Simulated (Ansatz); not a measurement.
TlBr, CsCl type, relaxed with r2SCAN, was run in Ansatz under altered settings. All numbers are computed, without spin polarisation but where a row says otherwise.

```
CELL_PARAMETERS angstrom
3.99491 0.00000 0.00000
0.00000 3.99491 0.00000
0.00000 0.00000 3.99491
ATOMIC_POSITIONS crystal
Tl 0.00000 0.00000 0.00000
Br 0.50000 0.50000 0.50000
```

The base run's other keys:
```yaml
kpoints:
  mp_grid: { grid: [4, 4, 4] }
hamiltonian:
  xc: pbe
scf:
  occupations: { method: fixed }
  n_extra_bands: 4
```

It takes 9 iterations with 1237 plane waves at 420 eV and 10 k points, and leaves a mean stress of +1.07 GPa. The gap over this mesh is 1.879 eV. It ran on 4 threads of Arm Neoverse N1, with other jobs on the host.

Outcomes, with energy and stress as changes against the base:
```
                                 setting            outcome  ΔF (meV/atom)  Δ mean stress (GPa)  gap on the mesh (eV)  iterations  wall time
                  hamiltonian.xc: pbesol          converged              –                -2.34                 1.752           7     0.76 s
                        basis.xc_grid: 3          converged            0.0                 0.00                 1.879           9     0.74 s
   scf.convergence.dr2_threshold: 0.0001  converged, warned            0.0                  0.0                 1.880           6     0.69 s
           scf.occupations: gaussian 0.5          converged            0.0                 0.00                 1.879           9      0.7 s
                   scf.n_extra_bands: 24          converged            0.0                 0.00                 1.879           6     0.78 s
scf.occupations: methfessel_paxton 0.001          converged            0.0                 0.00                 1.879           9     0.72 s
                      basis.ecutwfc: 900          converged           -1.1                 0.00                 1.878           6      1.1 s
                      basis.ecutwfc: 300  converged, warned            +36                +0.04                 1.886           6      0.5 s
                     scf.mixing.ndim: 30          converged            0.0                 0.00                 1.878           6     0.63 s
         kpoints.mp_grid.grid: [2, 2, 2]          converged           +233                +3.18                 1.752           6     0.52 s
        scf.mixing.preconditioner: resta          converged            0.0                 0.00                 1.879           9     0.71 s
      scf.occupations: fermi_dirac 0.001          converged            0.0                 0.00                 1.879           9     0.72 s
         scf.mixing.preconditioner: none          converged            0.0                 0.00                 1.878           6     0.63 s
                         scf.n_bands: 12            refused              –                    –                     –           –     0.03 s
```
A dash marks a value that wasn't obtained or can't be compared. Stress is positive in compression. The base took 0.72 s.

- hamiltonian.xc: pbesol. The mean stress moves by -2.34 GPa and the gap on the mesh by -0.127 eV (to 1.752). It's another functional on the same cell, so totals aren't comparable.
- scf.convergence.dr2_threshold: 0.0001. It converges in 6 iterations against the base's 9. Even so loose a threshold leaves the results unchanged here, which can't be counted on. Warned: force scf threshold loose, stress scf threshold loose.
- basis.ecutwfc: 900. 3887 plane waves in place of 1237. The free energy moves by -1.1 meV an atom, the mean stress by 0.00 GPa and the gap on the mesh by 0.000 eV (to 1.878). The base cutoff was converged to that degree.
- basis.ecutwfc: 300. 739 plane waves in place of 1237. The free energy moves by +36 meV an atom, the mean stress by +0.04 GPa and the gap on the mesh by +0.007 eV (to 1.886). The basis is too small: these are errors of the cutoff. Warned: cutoff below recommended.
- kpoints.mp_grid.grid: [2, 2, 2]. The free energy moves by +233 meV an atom, the mean stress by +3.18 GPa and the gap on the mesh by -0.127 eV (to 1.752). The mesh is too coarse.
- scf.n_bands: 12. The program doesn't start. Error: YAML parse error: line 16 column 3: unknown field `n_bands`, expected one of max_iter, algorithm, n_extra_bands, self_checks, convergence, lower_state_search, omitted_lower_state_checks, lower_solution_reach, mixing, occupations, eigensolver, initial_density, exx

Within 1 meV an atom, 0.1 GPa and 0.005 eV of the base stay: basis.xc_grid: 3; scf.convergence.dr2_threshold: 0.0001; scf.occupations: gaussian 0.5; scf.n_extra_bands: 24; scf.occupations: methfessel_paxton 0.001; scf.mixing.ndim: 30; scf.mixing.preconditioner: resta; scf.occupations: fermi_dirac 0.001; scf.mixing.preconditioner: none.

Spin-orbit coupling is left out; in compounds of Pb, Bi, Tl or Hg it can lower a gap by up to about 1 eV, split its edges or invert the bands.
